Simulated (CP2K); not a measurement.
Crystal: BeTe.

```
Te Be
1.0
     3.91737    0.00000    0.00000
     1.95869    3.39254    0.00000
     1.95869    1.13085    3.19852
Te Be
1 1
Direct
  0.75000 0.75000 0.75000
  0.00000 0.00000 0.00000
```

```yaml
Program: CP2K 2026.2
Task: single point
Functional: PBE
Potentials_or_basis: POTENTIAL_UZH Te GTH-PBE-q6, Be GTH-PBE-q4; TZVP-MOLOPT-PBE-GTH basis
Density_cutoff: 11565 eV
k_mesh: 8 × 8 × 8
Occupations: fermi-dirac, width 0.05 eV
Spin: no spin polarisation
```

On this cell: pressure 5.5 GPa; largest force zero by symmetry; band gap on the k mesh 2.54 eV, indirect (least direct gap 3.93 eV).

The same run follows on a disturbed copy (atoms moved at random, drawn with an rms of 0.05 Å):

```
Te Be
1.0
     3.91737    0.00000    0.00000
     1.95869    3.39254    0.00000
     1.95869    1.13085    3.19852
Te Be
1 1
Cartesian
  5.8715 3.3997 2.3417
  -0.0028 -0.0430 0.0062
```

Q: What does the disturbed cell give?

A: The energy moves by +13.2 meV/atom; pressure 5.7 GPa; largest force 0.654 eV/Å; band gap on the k mesh 2.22 eV, indirect (least direct gap 3.48 eV).

Forces in eV/Å, atoms in the order of the input:
```
Te   0.014 -0.341  0.558
Be  -0.014  0.341 -0.558
```

Stress tensor (GPa, compression positive):
```
 5.56 -0.03 -0.03
-0.03  3.91  0.66
-0.03  0.66  7.64
```

Caveats: spin-orbit coupling is left out, which moves the levels of the heavy elements; the basis of atomic orbitals isn't converged, which shifts pressures, moduli and gaps.

A k mesh can miss the band edges.
